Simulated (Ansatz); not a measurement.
## TiCo under changes of volume

One of the cells (13.313 Å³/atom); the others are scaled copies at fixed shape and fractional positions:

```xyz
2
Lattice="2.9861 0.0000 0.0000 0.0000 2.9861 0.0000 0.0000 0.0000 2.9861" Properties=species:S:1:pos:R:3 pbc="T T T"
Co    1.4931    1.4931    1.4931
Ti    0.0000    0.0000    0.0000
```

The cell comes from a database or a generator and needn't be the stable form of this composition.

```yaml
Program: Ansatz 0.2.0
Functional: r2SCAN
Potentials_or_basis: Ansatz PAW
Cutoff: "500 eV (not typed: the program's choice for these potentials)"
k_mesh: 9 × 9 × 9
Occupations: fermi-dirac, width 0.05 eV
Spin: collinear spin, ferromagnetic start
Starting_moments: "[2.0, 1.0] μB"
```

```tsv
volume (Å³/atom)	energy over the lowest point (meV/atom)	pressure (GPa)
12.515	28.48	11.6
12.781	12.64	7.5
13.047	?	?
13.313	0.00	0.4
13.580	1.71	-2.6
13.846	8.20	-5.4
14.112	19.10	-7.9
```

Task: What does the run at 13.047 Å³/atom give?

Result: Energy over the lowest point 3.41 meV/atom; pressure 3.7 GPa.

Worked out: A Birch-Murnaghan fit of order 3 (a polynomial in V^(-2/3)) to the other rows has its minimum at 13.35 Å³/atom with B0 = V·E''(V) = 156 GPa and B' = 4.2. It gives 3.40 meV/atom at 13.047 Å³/atom, against the run's 3.41, and -dE/dV = 3.8 GPa, against 3.7.

Energies are extrapolated to zero smearing.

Caveats: the magnetic or orbital state may not be the lowest; the PAW data sets come from PBE, with cores solved anew for the run's functional, which leaves a small shift of forces and pressure; the starting moments weren't kept.
